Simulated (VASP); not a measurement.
# MnO2 (P-3m1) in VASP: notebook

Runs on MnO2. Level: r2SCAN. Tasks: single point.

Program: VASP 6.6.1. These are calculated values, not measurements. Logs are shortened: lines on timing, memory, paths and dates and some standing lists are left out, and cuts for length are marked.

### Step 1. The crystal as given

The structure is trigonal, space group P-3m1 (No. 164). Conventional cell: a = 2.857 Å, b = 2.857 Å, c = 4.601 Å, α = 90.00°, β = 90.00°, γ = 120.00°. Mn (site symmetry -3m) has 6 O at 1.90 Å as nearest neighbours. O (site symmetry 3m) is surrounded by 3 Mn at 1.90 Å.

Measurements of this composition are mostly on another form, of space group No. 136.

### Step 2. Single point, r2SCAN, collinear spin, ferromagnetic start

INCAR reads:

```
SYSTEM = MnO2
ADDGRID = .False.
ALGO = Normal
EDIFF = 1E-6
ENCUT = 460
ISIF = 2
ISMEAR = 0
ISPIN = 2
LASPH = .True.
LCHARG = .False.
LMAXMIX = 4
LMIXTAU = .True.
LORBIT = 11
LREAL = .False.
LWAVE = .False.
MAGMOM = 4 0 0
METAGGA = R2SCAN
NBANDS = 24
NELM = 100
PREC = Accurate
SIGMA = 0.05
```

KPOINTS reads:

```
k-points
0
Gamma
  4 4 3
  0 0 0
```

POSCAR reads:

```
MnO2
1.0
    2.8565781804      0.0000000000      0.0000000000
   -1.4282890902      2.4738692722      0.0000000000
    0.0000000000      0.0000000000      4.6013740589
Mn O
1 2
Direct
    0.0000000000      0.0000000000      0.5000000000
    0.3333333333      0.6666666667      0.7062925700
    0.6666666667      0.3333333333      0.2937074300
```

Potentials or basis: VASP PAW PBE potentials, release 64 (Mn_pv, O).

On the command line:

```bash
$ cat potpaw_PBE.64/Mn_pv/POTCAR potpaw_PBE.64/O/POTCAR > POTCAR
$ mpirun -np 1 vasp_std > vasp.out
```

OUTCAR:

```text
SYSTEM = MnO2
   EDIFF = 1E-6
   ENCUT = 460
   ISIF = 2
   ISMEAR = 0
   ISPIN = 2
   LASPH = .True.
   LORBIT = 11
   LREAL = .False.
   METAGGA = R2SCAN
   NELM = 100
   PREC = Accurate

 Found      9 irreducible k-points:

 Following reciprocal coordinates:
            Coordinates               Weight
  0.000000  0.000000  0.000000      1.000000
  0.250000  0.000000  0.000000      6.000000
  0.500000  0.000000  0.000000      3.000000
  0.250000  0.250000  0.000000      6.000000
  0.000000  0.000000  0.333333      2.000000
  0.250000  0.000000  0.333333      6.000000
   k-points           NKPTS =      9   k-points in BZ     NKDIM =      9   number of bands    NBANDS=     24
   number of dos      NEDOS =    301   number of ions     NIONS =      3
   total plane-waves  NPLWV =  12800
   dimension x,y,z NGX =    20 NGY =   20 NGZ =   32
   dimension x,y,z NGXF=    40 NGYF=   40 NGZF=   64
   ions per type =               1   2
   NGX,Y,Z   is equivalent  to a cutoff of  11.64, 11.64, 11.56 a.u.
   NGXF,Y,Z  is equivalent  to a cutoff of  23.28, 23.28, 23.12 a.u.
 SYSTEM =  MnO2
   PREC   = accura    normal or accurate (medium, high low for compatibility)
   ISTART =      0    job   : 0-new  1-cont  2-samecut
   ICHARG =      2    charge: 1-file 2-atom 10-const
   ISPIN  =      2    spin polarized calculation?
   LNONCOLLINEAR =      F non collinear calculations
   LSORBIT =      F    spin-orbit coupling
   LASPH  =      T    aspherical Exc in radial PAW
   ENCUT  =  460.0 eV  33.81 Ry    5.81 a.u.   5.00  5.00  8.05*2*pi/ulx,y,z
   NELM   =    100;   NELMIN=  2; NELMDL= -5     # of ELM steps
   EDIFF  = 0.1E-05   stopping-criterion for ELM
   LREAL  =      F    real-space projection
   EDIFFG = 0.1E-04   stopping-criterion for IOM
   NSW    =      0    number of steps for IOM
   IBRION =     -1    ionic relax: 0-MD 1-quasi-New 2-CG
   NFREE  =      0    steps in history (QN), initial steepest desc. (CG)
   ISIF   =      2    stress and relaxation
   ISYM   =      2    0-nonsym 1-usesym 2-fastsym
   POTIM  = 0.5000    time-step for ionic-motion
   TEBEG  =    0.0;   TEEND  =   0.0 temperature during run
   PSTRESS=    0.0 pullay stress
   NELECT =      25.0000    total number of electrons
   NUPDOWN=      -1.0000    fix difference up-down
   EMIN   =  10.00;   EMAX   =-10.00  energy-range for DOS
   EFERMI =   0.00;   METHOD = LEGACY
   ISMEAR =     0;   SIGMA  =   0.05  broadening in eV -4-tet -1-fermi 0-gaus
   EFERMI_NEDOS =   21; number of points for ismear=-14 and -15
   IALGO  =     38    algorithm
   IMIX   =      4    mixing-type and parameters
     AMIX     =   0.40;   BMIX     =  1.00
     AMIX_MAG =   1.60;   BMIX_MAG =  1.00
  volume/ion in A,a.u.               =      10.84        73.15
  Fermi-wavevector in a.u.,A,eV,Ry     =   1.499747  2.834111 30.602787  2.249241
  Thomas-Fermi vector in A             =   2.611337
   LORBIT       =     11    0 simple, 1 ext, 2 COOP (PROOUT), +10 PAW based schemes
   METAGGA = R2SCAN    functional components
   LHFCALC =     F    Hartree Fock is set to
   AEXX    =    0.0000 exact exchange contribution
   IVDW    =     0    specifies the selected vdW correction
   LEPSILON=     F    determine dielectric tensor
   LRPA    =     F    only Hartree local field effects (RPA)
 spin polarized calculation
 Gauss-broadening in eV      SIGMA  =   0.05
  energy-cutoff  :      460.00
  volume of cell :       32.52
 maximum number of plane-waves:       739
 NGX is ok and might be reduce to    20
   NGX =  9   NGY =  9   NGZ = 17

 number of electron      25.0000023 magnetization       2.9999877

 Free energy of the ion-electron system (eV)
  ---------------------------------------------------
  ext. energy  EPLUGINS =         0.00000000
  ---------------------------------------------------
  free energy    TOTEN  =       -32.51274445 eV

  energy without entropy =      -32.51274445  energy(sigma->0) =      -32.51274445

 E-fermi :   2.7471     XC(G=0): -11.5596

 val. band max:        2.3844577914   @ k =   0.0000   0.0000   0.3333
 cond. band min:       4.4081041925   @ k =   0.0000   0.0000   0.3333
 fundamental gap:      2.0236464011
 Fermi energy:         2.7470663018

 spin component 1

 k-point     1 :       0.0000    0.0000    0.0000
  band No.  band energies     occupation
      1     -49.7740      1.00000
      2     -49.7436      1.00000
      3     -49.7435      1.00000
      4     -17.7135      1.00000
      5     -15.4167      1.00000
      6      -3.7646      1.00000
[... 16 lines left out ...]
     23      26.0300      0.00000
     24      27.6699      0.00000

 k-point     2 :       0.2500    0.0000    0.0000
  band No.  band energies     occupation
      1     -49.8223      1.00000
      2     -49.7612      1.00000
      3     -49.7605      1.00000
      4     -17.0042      1.00000
      5     -15.6315      1.00000
      6      -3.4509      1.00000
[... 16 lines left out ...]
     23      25.0119      0.00000
     24      26.1113      0.00000

 k-point     3 :       0.5000    0.0000    0.0000
  band No.  band energies     occupation
      1     -49.9001      1.00000
      2     -49.7788      1.00000
      3     -49.7471      1.00000
      4     -16.1176      1.00000
      5     -15.9208      1.00000
      6      -4.2751      1.00000
[... 16 lines left out ...]
     23      24.3546      0.00000
     24      26.1150      0.00000

 k-point     4 :       0.2500    0.2500    0.0000
  band No.  band energies     occupation
      1     -49.8699      1.00000
      2     -49.8094      1.00000
      3     -49.7472      1.00000
      4     -16.1820      1.00000
      5     -15.8587      1.00000
      6      -3.3031      1.00000
[... 16 lines left out ...]
     23      22.5395      0.00000
     24      26.1492      0.00000

 k-point     5 :       0.0000    0.0000    0.3333
  band No.  band energies     occupation
      1     -49.7741      1.00000
      2     -49.7436      1.00000
      3     -49.7435      1.00000
      4     -17.6263      1.00000
      5     -15.5598      1.00000
      6      -3.3195      1.00000
[... 16 lines left out ...]
     23      26.0778      0.00000
     24      26.7884      0.00000

 k-point     6 :       0.2500    0.0000    0.3333
  band No.  band energies     occupation
      1     -49.8223      1.00000
      2     -49.7612      1.00000
      3     -49.7606      1.00000
      4     -16.9257      1.00000
      5     -15.7313      1.00000
      6      -3.5731      1.00000
[... 16 lines left out ...]
     23      24.8766      0.00000
     24      26.0584      0.00000

 [... further k-points ...]

 spin component 2

 k-point     1 :       0.0000    0.0000    0.0000
  band No.  band energies     occupation
      1     -45.6446      1.00000
      2     -45.6445      1.00000
      3     -45.4428      1.00000
      4     -17.6568      1.00000
      5     -15.3734      1.00000
      6      -2.6164      1.00000
[... 16 lines left out ...]
     23      28.6751      0.00000
     24      28.7805      0.00000

 k-point     2 :       0.2500    0.0000    0.0000
  band No.  band energies     occupation
      1     -45.7444      1.00000
      2     -45.6661      1.00000
      3     -45.4241      1.00000
      4     -16.9456      1.00000
      5     -15.5767      1.00000
      6      -2.4222      1.00000
[... 16 lines left out ...]
     23      26.1068      0.00000
     24      27.2861      0.00000

 k-point     3 :       0.5000    0.0000    0.0000
  band No.  band energies     occupation
      1     -45.8427      1.00000
      2     -45.6876      1.00000
      3     -45.4053      1.00000
      4     -16.0504      1.00000
      5     -15.8698      1.00000
      6      -3.3412      1.00000
[... 16 lines left out ...]
     23      25.0152      0.00000
     24      28.0418      0.00000

 k-point     4 :       0.2500    0.2500    0.0000
  band No.  band energies     occupation
      1     -45.8042      1.00000
      2     -45.7267      1.00000
      3     -45.4056      1.00000
      4     -16.1245      1.00000
      5     -15.7963      1.00000
      6      -2.5223      1.00000
[... 16 lines left out ...]
     23      23.1500      0.00000
     24      27.6945      0.00000

 k-point     5 :       0.0000    0.0000    0.3333
  band No.  band energies     occupation
      1     -45.6446      1.00000
      2     -45.6445      1.00000
      3     -45.4430      1.00000
      4     -17.5691      1.00000
      5     -15.5149      1.00000
      6      -2.2546      1.00000
[... 16 lines left out ...]
     23      27.6407      0.00000
     24      27.6408      0.00000

 k-point     6 :       0.2500    0.0000    0.3333
  band No.  band energies     occupation
      1     -45.7443      1.00000
      2     -45.6661      1.00000
      3     -45.4243      1.00000
      4     -16.8671      1.00000
      5     -15.6760      1.00000
      6      -2.6745      1.00000
[... 16 lines left out ...]
     23      25.9743      0.00000
     24      27.7514      0.00000

 [... further k-points ...]

------------------------ aborting loop because EDIFF is reached ----------------------------------------

  FORCE on cell =-STRESS in cart. coord.  units (eV):
  Direction    XX          YY          ZZ          XY          YZ          ZX
  --------------------------------------------------------------------------------------
  -------------------------------------------------------------------------------------
  Total       -0.0785169     -0.0785169     -0.1972393     -0.0000000      0.0000000      0.0000000
  in kB       -3.8686834     -3.8686834     -9.7183766     -0.0000000      0.0000000      0.0000000
  external PRESSURE =      -5.8185811 kB  Pullay stress =       0.0000000 kB

 VOLUME and BASIS-vectors are now :
 -----------------------------------------------------------------------------
  energy-cutoff  :      460.00
  volume of cell :       32.52
      direct lattice vectors                 reciprocal lattice vectors
     2.856578180  0.000000000  0.000000000     0.350069187  0.202112539  0.000000000
    -1.428289090  2.473869272  0.000000000     0.000000000  0.404225078  0.000000000
     0.000000000  0.000000000  4.601374059     0.000000000  0.000000000  0.217326387

 POSITION                                       TOTAL-FORCE (eV/Angst)
 -----------------------------------------------------------------------------------
      0.00000      0.00000      2.30069        -0.000000      0.000000      0.000000
     -0.00000      1.64925      3.24992         0.000000      0.000000     -0.001330
      1.42829      0.82462      1.35146        -0.000000      0.000000      0.001330
 -----------------------------------------------------------------------------------
    total drift:                                0.000000     -0.000000      0.000000

  FREE ENERGIE OF THE ION-ELECTRON SYSTEM (eV)
  ---------------------------------------------------
  free  energy   TOTEN  =       -32.5127444475 eV

  energy  without entropy=      -32.5127444475  energy(sigma->0) =      -32.51274445

 total charge

# of ion       s       p       d       tot
------------------------------------------
    1        0.382   6.469   4.859  11.710
    2        1.594   3.451   0.000   5.044
    3        1.594   3.451   0.000   5.044
--------------------------------------------------
tot          3.570  13.371   4.859  21.799

 magnetization (x)

# of ion       s       p       d       tot
------------------------------------------
    1        0.031   0.039   2.870   2.939
    2        0.004   0.001   0.000   0.005
    3        0.004   0.001   0.000   0.005
--------------------------------------------------
tot          0.039   0.040   2.870   2.949
```

Wall time 66 s (1 thread of Intel Xeon Platinum 8375C at 2.90GHz (Ice Lake), shared host); peak memory 0.15 GiB.

These settings aren't checked as converged: the numbers below hold their error.

What came out:

```
Free energy                                           : -32.5127 eV
Pressure                                              : -0.6 GPa
Band gap on the k mesh                                : 2.02 eV, direct
Net moment                                            : 3.00 μB per cell
Site moments                                          : Mn +2.94; O +0.01 μB
Valence electrons inside the program's atomic spheres : Mn 11.71; O 5.04
```

Caveat: the k mesh is coarse (spacing up to 0.63 Å⁻¹), so the values aren't converged; the cutoff is under 1.25 times the usual one of these potentials, so pressure, stress and relaxed cells hold a basis-set (Pulay) error; the PAW data sets were made with another functional, which shifts forces and pressure a little; an odd mesh through Γ misses points on the zone boundary, where band edges often lie; a cell with one magnetic atom can't hold antiferromagnetic order, which such compounds often take.

(Part 1 of 3 ends here.)
